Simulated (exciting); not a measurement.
**MgS under changes of volume**

One of the cells (22.740 Å³/atom); the others are scaled copies at fixed shape and fractional positions:

```xyz
2
Lattice="0.0000 2.8331 2.8331 2.8331 0.0000 2.8331 2.8331 2.8331 0.0000" Properties=species:S:1:pos:R:3 pbc="T T T"
S     1.4166    1.4166    1.4166
Mg    0.0000    0.0000    0.0000
```

The cell comes from a database or a generator and needn't be the stable form of this composition.

* Program: exciting (release sodium)
* Functional: PBEsol
* Potentials or basis: all-electron LAPW+lo, shipped species files, valence relativity iora*
* rgkmax: 7.5
* k mesh: 8 × 8 × 8
* Occupations: fermi-dirac, width 0.05 eV
* Spin: no spin polarisation

| volume (Å³/atom) | energy over the lowest point (meV/atom) | gap on the mesh (eV) |
| --- | --- | --- |
| 21.376 | 12.34 | 3.59 |
| 21.831 | 4.64 | 3.48 |
| 22.285 | 0.50 | 3.38 |
| 22.740 | 0.00 | 3.28 |
| 23.195 | 2.84 | 3.19 |
| 23.650 | ? | ? |
| 24.105 | 16.37 | 3.01 |

What does the run at 23.650 Å³/atom give?

Energy over the lowest point 8.22 meV/atom; gap on the mesh 3.10 eV.

Worked out: A Birch-Murnaghan fit of order 3 (a polynomial in V^(-2/3)) to the other rows has its minimum at 22.58 Å³/atom with B0 = V·E''(V) = 57 GPa and B' = 4.1. It gives 8.28 meV/atom at 23.650 Å³/atom, against the run's 8.22. A straight line through the other rows of the gap, of slope -4.81 eV per unit of ln V (its deformation potential), gives 3.10 eV, against the run's 3.10.

Energies are extrapolated to zero smearing.

A mesh can miss the band edges.
